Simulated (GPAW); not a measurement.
Set up this calculation in GPAW 26.7.0, as an ASE script.

```yaml
Task: single point
Functional: PBEsol
Potentials_or_basis: PAW data sets generated in the run's folder for this functional
Cutoff: 600 eV
Basis: pw
k_mesh: 12 × 12 × 12
Occupations: fermi-dirac, width 0.05 eV
Spin: no spin polarisation
Maxiter: 150
```

Pd:

```
CELL_PARAMETERS angstrom
-1.57228 1.57228 1.57228
1.57228 -1.57228 1.57228
1.57228 1.57228 -1.57228
ATOMIC_POSITIONS crystal
Pd 0.00000 0.00000 0.00000
```

This isn't the form of Pd at room conditions, which is fcc.

These files were run (other wordings do the same):

run.py

```python
from ase import Atoms
from ase.dft.bandgap import bandgap
from ase.io import write
from ase.units import GPa
from gpaw import GPAW, PW, setup_paths

setup_paths.insert(0, '.')

atoms = Atoms(['Pd'],
              cell=[[-1.572281, 1.572281, 1.572281],
                    [1.572281, -1.572281, 1.572281],
                    [1.572281, 1.572281, -1.572281]],
              scaled_positions=[[0.0, 0.0, 0.0]],
              pbc=True)

calc = GPAW(mode=PW(600),
            xc='PBEsol',
            kpts={'size': (12, 12, 12), 'gamma': True},
            occupations={'name': 'fermi-dirac', 'width': 0.05},
            nbands=17,
            convergence={'density': 1e-05, 'energy': 1e-05},
            maxiter=150,
            txt='gpaw.txt')
atoms.calc = calc
energy = atoms.get_potential_energy()
forces = atoms.get_forces()
stress = atoms.get_stress()
calc.write('gs.gpw')
write('result.traj', atoms)
print(f'Energy: {energy:.6f} eV')
print('Forces (eV/A):')
print(forces.round(4))
print('Stress (GPa):', (stress / GPa).round(3))
print('Fermi level:', round(calc.get_fermi_level(), 4), 'eV')
print(f'Gap: {bandgap(calc)[0]:.4f} eV, direct: {bandgap(calc, direct=True)[0]:.4f} eV')
```

Potentials or basis: PAW data sets generated in the run's folder for this functional, pw.

The run is started by

```console
$ gpaw-setup -f PBEsol Pd
$ OMP_NUM_THREADS=1 python run.py
```

Results of the run:

* Pressure: -9.6 GPa
* Band gap on the k mesh: none (metal or under the smearing width)

Run time: 9.1 s on 1 thread of Intel(R) Xeon(R) 6975P-C (Granite Rapids), with other jobs on the host, peak memory 0.14 GiB.
